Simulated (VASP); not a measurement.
Crystal: GaN.

```xyz
2
Lattice="0.0000 2.2472 2.2472 2.2472 0.0000 2.2472 2.2472 2.2472 0.0000" Properties=species:S:1:pos:R:3 pbc="T T T"
Ga    0.0000    0.0000    0.0000
N     1.1236    1.1236    1.1236
```

The cell is a database's computed one.

Base run:

```yaml
Program: VASP 6.6.1
Functional: PBEsol
Potentials_or_basis: VASP PAW PBE potentials, release 64 (Ga_d, N)
Cutoff: 520 eV
k_mesh: 10 × 10 × 10
Occupations: gaussian, width 0.02 eV
Spin: no spin polarisation
```

Its results: band gap on the k mesh 1.74 eV, direct.

Task: The run is repeated on the same cell with these changes: functional from PBEsol to TB-mBJ. What comes out?

Result: Band gap on the k mesh 2.92 eV, direct.

Not every run made on this cell is shown here.
